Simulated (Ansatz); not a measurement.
**Structural energy differences of manganese**

The calculation used DFT, PBE, plane waves (420 eV) with PAW, scalar-relativistic in Ansatz 0.2.0.

Each structure is relaxed within its own symmetry, so a high-lying one may be dynamically unstable.

| structure | ΔE (meV/atom) | V (Å³/atom) | cell | magnetic state |
| --- | --- | --- | --- | --- |
| alpha-Mn (A12) | 0 | 11.04 | a = 8.619 Å | ferrimagnetic, largest moment 2.89 μB in the atomic sphere |
| fcc | 53 | 11.44 | a = 2.572 Å, c = 3.458 Å (c/a = 1.344) | antiferromagnetic, largest moment 1.80 μB in the atomic sphere |
| dhcp | 73 | 10.74 | a = 2.486 Å, c = 8.031 Å (c/a = 3.231) | ferrimagnetic, largest moment 0.42 μB in the atomic sphere |
| hcp | 73 | 10.74 | a = 2.484 Å, c = 4.022 Å (c/a = 1.619) | antiferromagnetic, largest moment 0.40 μB in the atomic sphere |
| A15 | 74 | 10.78 | a = 4.419 Å | ferromagnetic, net 0.24 μB per atom |
| omega (AlB2-type) | 118 | 10.78 | a = 3.902 Å, c = 2.453 Å (c/a = 0.629) | non-magnetic |
| bcc | 168 | 10.92 | a = 2.795 Å | ferromagnetic, net 0.84 μB per atom |
| simple cubic | 725 | 13.36 | a = 2.373 Å | antiferromagnetic, largest moment 2.24 μB in the atomic sphere |
| diamond | 1325 | 16.93 | a = 5.135 Å | antiferromagnetic, largest moment 2.09 μB in the atomic sphere |

ΔE counts from alpha-Mn (A12).

Differences under about 8 meV lie within the error of the k-point mesh.
